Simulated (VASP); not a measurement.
Set up this calculation in VASP 6.6.1, as the native input.

- Task: relaxation of cell and atoms
- Functional: PBE
- Dispersion: D3(BJ)
- Potentials or basis: VASP PAW PBE potentials, release 64 (Pb_d, O_h)
- Cutoff: 900 eV
- k mesh: 8 × 8 × 6
- Occupations: gaussian, width 0.02 eV
- Spin: no spin polarisation
- Further INCAR settings: ALGO = Normal; EDIFF = 1e-07; IBRION = 2; EDIFFG = -0.002; NSW = 80; ISIF = 3

The structure of PbO lies in POSCAR:

```
PbO
1.0
    3.9900000000      0.0000000000      0.0000000000
    0.0000000000      3.9900000000      0.0000000000
    0.0000000000      0.0000000000      5.0100000000
Pb O
2 2
Direct
    0.0000000000      0.5000000000      0.2400000000
    0.5000000000      0.0000000000      0.7600000000
    0.0000000000      0.0000000000      0.0000000000
    0.5000000000      0.5000000000      0.0000000000
```

The input as run:

INCAR

```
SYSTEM = PbO
PREC = Accurate
ENCUT = 900
EDIFF = 1E-7
ISMEAR = 0
SIGMA = 0.02
LREAL = .False.
LASPH = .True.
NELM = 80
ALGO = Normal
ISIF = 3
LWAVE = .False.
LCHARG = .False.
GGA = PE
IVDW = 12
IBRION = 2
NSW = 80
EDIFFG = -0.002
```

KPOINTS

```
regular mesh
0
Gamma
  8 8 6
  0 0 0
```

Potentials or basis: VASP PAW PBE potentials, release 64 (Pb_d, O_h).

The run is started by

```bash
$ cat potpaw_PBE.64/Pb_d/POTCAR potpaw_PBE.64/O_h/POTCAR > POTCAR
$ mpirun -np 1 vasp_std > vasp.out
```

It gave:

```yaml
Relaxed_volume: 20.12 Å³/atom
Relaxed_cell: a = 4.031 Å, b = 4.031 Å, c = 4.953 Å, α = 90.00°, β = 90.00°, γ = 90.00°
Space_group_after_relaxing_to_0.05_Å: P4/nmm (No. 129)
Energy_gained_by_relaxing: 1.6 meV/atom
Ionic_steps: 18
Pressure_after_relaxing: 0.0 GPa
Band_gap_on_the_k_mesh: 1.23 eV, indirect (least direct gap 2.14 eV)
Dispersion_energy_per_atom: -0.236 eV
```

Caveat: the cutoff is under 1.25 times the usual one of these potentials, so pressure, stress and relaxed cells hold a basis-set (Pulay) error; spin-orbit coupling is left out, which as a rule narrows the gap of such compounds by several tenths of an eV.

Run time: 49 min on 1 thread of AMD EPYC 7R43 64-Core Processor (Zen 3), with other jobs on the host, peak memory 0.44 GiB.
